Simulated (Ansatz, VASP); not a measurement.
# Zr2Ni: VASP beside Ansatz, part 3 of 3

Aim: how closely do two programs agree when they are given the same cell, functional and k mesh? The structure shown comes from an earlier Ansatz run, which isn't shown and may have moved the atoms alone.

VASP 6.6.1 and Ansatz 0.2.0.

So far: The structure; Ansatz: elastic constants, PBEsol; VASP: elastic constants, PBEsol.

## 4. Differences

Known differences besides the potentials themselves: the data sets hold 84 valence electrons in Ansatz (on its default PAW (the set named soft_2) files) and 68 in VASP; the cutoff is 420 eV in Ansatz and 600 eV in VASP; Ansatz makes its cores anew for this functional, VASP keeps those of its PBE data sets; VASP takes each elastic constant from one size of strain, Ansatz from those that its log lists. Total energies have different zeros and are not compared.

The two programs side by side:

| quantity | Ansatz | VASP | difference |
| --- | --- | --- | --- |
| C11 (GPa) | 175.3 | 177.9 | -1.45 % |
| C22 (GPa) | 175.3 | 177.9 | -1.45 % |
| C33 (GPa) | 170.1 | 168.6 | +0.85 % |
| C12 (GPa) | 131.4 | 128.5 | +2.28 % |
| C13 (GPa) | 100.3 | 100.7 | -0.45 % |
| C23 (GPa) | 100.3 | 100.7 | -0.45 % |
| C44 (GPa) | 32.6 | 32.4 | +0.65 % |
| C55 (GPa) | 32.6 | 32.4 | +0.65 % |
| C66 (GPa) | 2.6 | 5.7 | -55.41 % |

## 5. Results

| Quantity | Value |
| --- | --- |
| difference in C66 (elastic constants, PBEsol) | -55 % |

**Reading.** The difference in C66 is -55 % (elastic constants, PBEsol), beyond the 5 % picked in this series as the mark of a large difference. The data sets hold unlike numbers of valence electrons (84 in Ansatz and 68 in VASP), so part of the differences comes from the potentials. Such differences can come from data sets, numerical settings and the points named under the comparisons, not from the functional's error against experiment.

[Hosts, paths, dates, database ids (printed as entryN), source tags and the programs' standing remarks are cut or masked in the printed files.]
